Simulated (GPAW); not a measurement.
# Si (P6_3/mmc) in GPAW: convergence with smearing function

Aim: find how far smearing function must go before the results for Si settle, at LDA. This setting moves, with any that are tied to it; all else stays.

Program: GPAW 26.7.0. These are calculated values, not measurements. Logs are shortened: lines on timing, memory, paths and dates and some standing lists are left out, and cuts for length are marked. The log counts tension as positive stress, the text compression.

### 1 The crystal as given

The structure is hexagonal, space group P6_3/mmc (No. 194). Conventional cell: a = 3.831 Å, b = 3.831 Å, c = 6.333 Å, α = 90.00°, β = 90.00°, γ = 120.00°. Si (site symmetry 3m) has 4 Si at 2.35 to 2.37 Å as nearest neighbours.

This isn't the form of Si at room conditions, which is diamond.

### 2 With smearing function fermi-dirac

Contents of run.py:

```python
from ase.dft.bandgap import bandgap
from ase.io import read, write
from ase.units import GPa
from gpaw import GPAW, PW

atoms = read('Si.xyz')

calc = GPAW(mode=PW(600),
            xc='LDA',
            kpts={'size': (6, 6, 3), 'gamma': True},
            occupations={'name': 'fermi-dirac', 'width': 0.1},
            nbands=18,
            convergence={'density': 1e-05, 'energy': 1e-05},
            maxiter=100,
            txt='gpaw.txt')
atoms.calc = calc
energy = atoms.get_potential_energy()
forces = atoms.get_forces()
stress = atoms.get_stress()
calc.write('gs.gpw')
write('result.traj', atoms)
print(f'Energy: {energy:.6f} eV')
print('Forces (eV/A):')
print(forces.round(4))
print('Stress (GPa):', (stress / GPa).round(3))
print('Fermi level:', round(calc.get_fermi_level(), 4), 'eV')
print(f'Gap: {bandgap(calc)[0]:.4f} eV, direct: {bandgap(calc, direct=True)[0]:.4f} eV')
```

Contents of Si.xyz:

```xyz
4
Lattice="3.8313174605 0.0000000000 0.0000000000 -1.9156587303 3.3180182508 0.0000000000 0.0000000000 0.0000000000 6.3326220002" Properties=species:S:1:pos:R:3 pbc="T T T"
Si     1.9156587304      1.1060060835      5.9336066543
Si    -0.0000000002      2.2120121673      2.7672956542
Si     1.9156587304      1.1060060835      3.5653263460
Si    -0.0000000002      2.2120121673      0.3990153459
```

Potentials or basis: the program's PAW data sets (release 1.2.1) made for this functional, pw.

Command:

```
> OMP_NUM_THREADS=1 python run.py
```

gpaw.txt:

```text
__  _  _
 | _ |_)|_||  |
 |__||  | ||/\| - 26.7.0

Input parameters:
  mode=PW(ecut=600.0),
  convergence={'density': 1e-05, 'energy': 1e-05},
  kpts=MonkhorstPack(size=(6, 6, 3), gamma=True),
  maxiter=100,
  nbands=18,
  occupations=Occupations(name='fermi-dirac', width=0.1),
  xc=XC(name='LDA')

Diagonalizing LCAO Hamiltonian
Converting LCAO to pw mode

            Si

            Si
        Si

        Si

Atoms  # Å, Bohr magnetons
|   | symbol |         x |        y |        z |    initial magnetic moments |
|---|--------|-----------|----------|----------|-----------------------------|
| 0 |     Si |  1.915659 | 1.106006 | 5.933607 | ( 0.0000,  0.0000,  0.0000) |
| 1 |     Si | -0.000000 | 2.212012 | 2.767296 | ( 0.0000,  0.0000,  0.0000) |
| 2 |     Si |  1.915659 | 1.106006 | 3.565326 | ( 0.0000,  0.0000,  0.0000) |
| 3 |     Si | -0.000000 | 2.212012 | 0.399015 | ( 0.0000,  0.0000,  0.0000) |

Unit cell  # Å
| periodic |         x |        y |        z |  lengths |     angles |
|----------|-----------|----------|----------|----------|------------|
|      yes |  3.831317 | 0.000000 | 0.000000 | 3.831317 |  90.000000 |
|      yes | -1.915659 | 3.318018 | 0.000000 | 3.831317 |  90.000000 |
|      yes |  0.000000 | 0.000000 | 6.332622 | 6.332622 | 120.000000 |

Number of symmetries: 12
Symmetry operations  # r_c * U_cc + t_c -> r_c
|    | kind |            matrix            |
|----|------|------------------------------|
|  0 |  σ   |  1, 1, 0,  0,-1, 0,  0, 0, 1 |
|  1 |  S6  |  1, 1, 0, -1, 0, 0,  0, 0,-1 |
|  2 |  E   |  1, 0, 0,  0, 1, 0,  0, 0, 1 |
|  3 |  C2  |  1, 0, 0, -1,-1, 0,  0, 0,-1 |
|  4 |  C2  |  0, 1, 0,  1, 0, 0,  0, 0,-1 |
|  5 |  C3  |  0, 1, 0, -1,-1, 0,  0, 0, 1 |
|  6 |  S6  |  0,-1, 0,  1, 1, 0,  0, 0,-1 |
|  7 |  σ   |  0,-1, 0, -1, 0, 0,  0, 0, 1 |
|  8 |  σ   | -1, 0, 0,  1, 1, 0,  0, 0, 1 |
|  9 |  i   | -1, 0, 0,  0,-1, 0,  0, 0,-1 |
| 10 |  C3  | -1,-1, 0,  1, 0, 0,  0, 0, 1 |
| 11 |  C2  | -1,-1, 0,  0, 1, 0,  0, 0,-1 |

BZ-sampling:
  Number of BZ points: 108
  Number of IBZ points: 17

[... 81 lines left out ...]
  Trust region scale: 1.0
  Backstep threshold: 4.0
  History deletion threshold: 6.0
  Fourier metric: weight=20.0, sigma=0.015

occupation numbers:
  Fermi-Dirac:
    width: 0.1000  # eV

poisson solver:
  ecut: 4800.0  # eV

xc functional:
  name: None

convergence criteria:
- Maximum integral of absolute [dens]ity change: 1e-05 electrons / valence electron
- Maximum [total energy] change in last 3 cyles: 1e-05 eV / valence electron
- Maximum integral of absolute [eigenst]ate change: 4e-08 eV^2 / valence electron
maximum number of iterations: 100

SCF iterations
|iter     | |      energy | eigst |  dens |
|---------|-|-------------|-------|-------|
|iter:   1| |  -24.045933 | -0.06 |       |
|iter:   2| |  -24.008227 | -2.41 | -0.80 |
|iter:   3| |  -23.692255 | -2.14 | -0.83 |
|iter:   4| |  -23.686050 | -3.11 | -1.48 |
|iter:   5| |  -23.686325 | -4.89 | -2.26 |
|iter:   6| |  -23.686325 | -6.28 | -3.13 |
|iter:   7| |  -23.686326c| -7.78c| -3.63 |
|iter:   8| |  -23.686326c| -8.38c| -4.59 |
|iter:   9| |  -23.686326c| -9.11c| -5.54c|

Converged in 9 steps
Energy contributions relative to reference atoms: (reference = -31434.852732)

Energy contributions:
  Kinetic:          29.828374
  Coulomb:         -26.269685
  Zero:             -0.040135
  External:          0.000000
  Xc:              -27.201671
  Entropy:          -0.006417
  Spinorbit:         0.000000
  ----------------------------
  Free energy:     -23.689534
  Extrapolated:    -23.686326

dipole moment: (-0.000005, -0.000009, -0.000018)  # |e|*Ang

Fermi level: 5.453
Eigenvalues  # (at kpt = [0.000, 0.000, 0.000])
| band index |      eig [eV] | occ [0-2] |
|------------|---------------|-----------|
|          0 |        -6.858 |     2.000 |
|          1 |        -4.569 |     2.000 |
|          2 |        -1.901 |     2.000 |
|          3 |         3.827 |     2.000 |
|          4 |         3.827 |     2.000 |
|          5 |         4.991 |     1.980 |
[... 8 lines left out ...]
|         14 |         9.481 |     0.000 |
|         15 |        11.258 |     0.000 |
|        ... |               |           |
|         17 |        12.285 |     0.000 |

Gap: 0.312 eV
Transition (v -> c):
  (s=0, k=0, n=7, [0.00, 0.00, 0.00]) -> (s=0, k=15, n=8, [0.50, 0.50, 0.00])
Direct/indirect transitions are different
Direct gap: 0.923 eV
Transition at: (s=0, k=0, n=7, [0.00, 0.00, 0.00])

Forces  # eV/Ang
|        x |        y |        z |
|----------|----------|----------|
| -0.00000 |  0.00000 |  0.00982 |  # Si   0
|  0.00000 | -0.00000 |  0.00983 |  # Si   1
| -0.00000 |  0.00000 | -0.00983 |  # Si   2
|  0.00000 | -0.00000 | -0.00982 |  # Si   3

Stress tensor  # eV/Ang^3
|        x |         y |         z |
|----------|-----------|-----------|
| 0.010925 |  0.000000 |  0.000000 |
| 0.000000 |  0.010925 | -0.000000 |
| 0.000000 | -0.000000 |  0.011610 |

# Writing to gs.gpw (mode='')
```

Wall time 12 s (1 thread of Intel Xeon 6975P-C (Granite Rapids), shared host); peak memory 0.17 GiB.

Results:

* Free energy: -23.6895 eV
* Pressure: -1.8 GPa
* Largest force: 0.010 eV/Å
* Band gap on the k mesh: 0.31 eV, indirect (least direct gap 0.92 eV)

### 3 With smearing function gaussian

run.py, as its differences from that of step 2:

```diff
@@ -10,3 +10,3 @@
             kpts={'size': (6, 6, 3), 'gamma': True},
-            occupations={'name': 'fermi-dirac', 'width': 0.1},
+            occupations={'name': 'methfessel-paxton', 'order': 0, 'width': 0.1},
             nbands=18,
```

Si.xyz is that of step 2.

Potentials or basis: the program's PAW data sets (release 1.2.1) made for this functional, pw.

Command:

```
> OMP_NUM_THREADS=1 python run.py
```

Run time: 11 s. Hardware: 1 thread of Intel Xeon 6975P-C (Granite Rapids), shared host; peak memory 0.17 GiB.

Results (log left out):

* Free energy: -23.6874 eV
* Pressure: -1.8 GPa
* Largest force: 0.018 eV/Å
* Band gap on the k mesh: 0.31 eV, indirect (least direct gap 0.92 eV)

### 4 With smearing function marzari-vanderbilt

run.py, as its differences from that of step 3:

```diff
@@ -10,3 +10,3 @@
             kpts={'size': (6, 6, 3), 'gamma': True},
-            occupations={'name': 'methfessel-paxton', 'order': 0, 'width': 0.1},
+            occupations={'name': 'marzari-vanderbilt', 'width': 0.1},
             nbands=18,
```

Si.xyz is that of step 3.

Command:

```
> OMP_NUM_THREADS=1 python run.py
```

Run time: 12 s. Hardware: 1 thread of Intel Xeon 6975P-C (Granite Rapids), shared host; peak memory 0.17 GiB.

It converged, with:

```
Free energy            : -23.6871 eV
Pressure               : -1.8 GPa
Largest force          : 0.019 eV/Å
Band gap on the k mesh : 0.31 eV, indirect (least direct gap 0.92 eV)
```

### 5 With smearing function methfessel-paxton

run.py, as its differences from that of step 4:

```diff
@@ -10,3 +10,3 @@
             kpts={'size': (6, 6, 3), 'gamma': True},
-            occupations={'name': 'marzari-vanderbilt', 'width': 0.1},
+            occupations={'name': 'methfessel-paxton', 'width': 0.1, 'order': 1},
             nbands=18,
```

Si.xyz is that of step 4.

Command:

```
> OMP_NUM_THREADS=1 python run.py
```

It took 10 s on 1 thread of Intel Xeon 6975P-C (Granite Rapids), shared host; peak memory 0.17 GiB.

It converged, with:

```yaml
Free_energy: -23.6873 eV
Pressure: -1.8 GPa
Largest_force: 0.019 eV/Å
Band_gap_on_the_k_mesh: 0.31 eV, indirect (least direct gap 0.92 eV)
```

### 6 With smearing function tetrahedron-method

run.py, as its differences from that of step 5:

```diff
@@ -10,3 +10,3 @@
             kpts={'size': (6, 6, 3), 'gamma': True},
-            occupations={'name': 'methfessel-paxton', 'width': 0.1, 'order': 1},
+            occupations={'name': 'tetrahedron-method'},
             nbands=18,
```

Si.xyz is that of step 5.

Potentials or basis: the program's PAW data sets (release 1.2.1) made for this functional, pw.

Command:

```
> OMP_NUM_THREADS=1 python run.py
```

It took 12 s on 1 thread of Intel Xeon 6975P-C (Granite Rapids), shared host; peak memory 0.17 GiB.

It converged, with:

```
Free energy            : -23.6874 eV
Pressure               : -1.8 GPa
Largest force          : 0.019 eV/Å
Band gap on the k mesh : 0.31 eV, indirect (least direct gap 0.92 eV)
```

### 7 With smearing function improved-tetrahedron-method

run.py, as its differences from that of step 6:

```diff
@@ -10,3 +10,3 @@
             kpts={'size': (6, 6, 3), 'gamma': True},
-            occupations={'name': 'tetrahedron-method'},
+            occupations={'name': 'improved-tetrahedron-method'},
             nbands=18,
```

Si.xyz is that of step 6.

Command:

```
> OMP_NUM_THREADS=1 python run.py
```

Wall time 11 s (1 thread of Intel Xeon 6975P-C (Granite Rapids), shared host); peak memory 0.17 GiB.

It converged, with:

| Quantity | Value |
| --- | --- |
| Free energy | -23.6874 eV |
| Pressure | -1.8 GPa |
| Largest force | 0.019 eV/Å |
| Band gap on the k mesh | 0.31 eV, indirect (least direct gap 0.92 eV) |

### 8 With smearing function fixed

run.py, as its differences from that of step 7:

```diff
@@ -10,3 +10,3 @@
             kpts={'size': (6, 6, 3), 'gamma': True},
-            occupations={'name': 'improved-tetrahedron-method'},
+            occupations={'width': 0.0},
             nbands=18,
```

Si.xyz is that of step 7.

Command:

```
> OMP_NUM_THREADS=1 python run.py
```

It took 9.2 s on 1 thread of Intel Xeon 6975P-C (Granite Rapids), shared host; peak memory 0.16 GiB.

Results (log left out):

| Item | Value |
| --- | --- |
| Free energy | -23.6874 eV |
| Pressure | -1.8 GPa |
| Largest force | 0.019 eV/Å |
| Band gap on the k mesh | 0.31 eV, indirect (least direct gap 0.92 eV) |

### 9 The series at a glance

```
          smearing function  energy less the tightest run, at zero smearing (meV/atom)  largest force (eV/Å)  SCF cycles  CPU time (s)  peak memory (GiB)
                fermi-dirac                                                       0.27                 0.010           9            12               0.17
                   gaussian                                                       0.02                 0.018           9            11               0.17
         marzari-vanderbilt                                                       0.08                 0.019           9            12               0.17
          methfessel-paxton                                                       0.01                 0.019           9            10               0.17
         tetrahedron-method                                                       0.00                 0.019           9            12               0.17
improved-tetrahedron-method                                                       0.00                 0.019           9            11               0.17
                      fixed                                                       0.00                 0.019           9           9.1               0.16
```

Against the tightest run, the energy stays within 1 meV/atom from fermi-dirac on; the largest force stays within 0.005 eV/Å from gaussian on. The tightest run that finished is the yardstick and may itself not be fully converged.

Caveats: an odd mesh through Γ misses points on the zone boundary, where band edges often lie.
